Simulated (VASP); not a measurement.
# PbS: band structure with PBE+D3(BJ)

PbS:

```xyz
2
Lattice="0.0000 2.9668 2.9668 2.9668 0.0000 2.9668 2.9668 2.9668 0.0000" Properties=species:S:1:pos:R:3 pbc="T T T"
Pb    0.0000    0.0000    0.0000
S     2.9668    2.9668    2.9668
```

The cell was built by a generator and needn't be a form met in nature.

| Property | Result |
| --- | --- |
| Program | VASP 6.6.1 |
| Task | band structure |
| Functional | PBE |
| Dispersion | D3(BJ) |
| Potentials or basis | VASP PAW PBE potentials, release 64 (Pb_d, S) |
| Cutoff | 520 eV |
| k mesh | 10 × 10 × 10 |
| Occupations | gaussian, width 0.02 eV |
| Spin | no spin polarisation |
| Further INCAR settings | ALGO = Normal; EDIFF = 1e-06; NBANDS = 17 |

```json
{"Pressure": "-0.1 GPa", "Band gap on the k mesh": "0.37 eV, direct", "Band gap along the path": "0.37 eV, direct", "Dispersion energy per atom": "-0.347 eV"}
```

Levels at the corners of the path, in eV from the valence-band top:
```tsv
point	band 8	band 9	band 10	band 11	band 12	band 13
Γ	-2.17	-2.17	-2.17	5.21	5.21	5.21
X	-5.19	-3.43	-3.43	3.87	5.57	5.68
X	-5.19	-3.43	-3.43	3.87	5.57	5.68
W	-4.42	-4.42	-1.02	2.19	4.67	4.67
W	-4.42	-4.42	-1.02	2.19	4.67	4.67
K	-4.77	-2.93	-2.48	3.33	4.13	5.05
K	-4.77	-2.93	-2.48	3.33	4.13	5.05
Γ	-2.17	-2.17	-2.17	5.21	5.21	5.21
Γ	-2.17	-2.17	-2.17	5.21	5.21	5.21
L	-1.78	-1.78	0.00	0.37	1.97	1.97
L	-1.78	-1.78	0.00	0.37	1.97	1.97
U	-4.77	-2.93	-2.48	3.33	4.13	5.05
U	-4.77	-2.93	-2.48	3.33	4.13	5.05
W	-4.42	-4.42	-1.02	2.19	4.67	4.67
W	-4.42	-4.42	-1.02	2.19	4.67	4.67
L	-1.78	-1.78	0.00	0.37	1.97	1.97
L	-1.78	-1.78	0.00	0.37	1.97	1.97
K	-4.77	-2.93	-2.48	3.33	4.13	5.05
U	-4.77	-2.93	-2.48	3.33	4.13	5.05
X	-5.19	-3.43	-3.43	3.87	5.57	5.68
```

It took 50 s on 1 thread of Intel(R) Xeon(R) 6975P-C (Granite Rapids) (shared host), peak memory 0.21 GiB.

Caveat: spin-orbit coupling is left out, which as a rule narrows the gap of such compounds by several tenths of an eV.
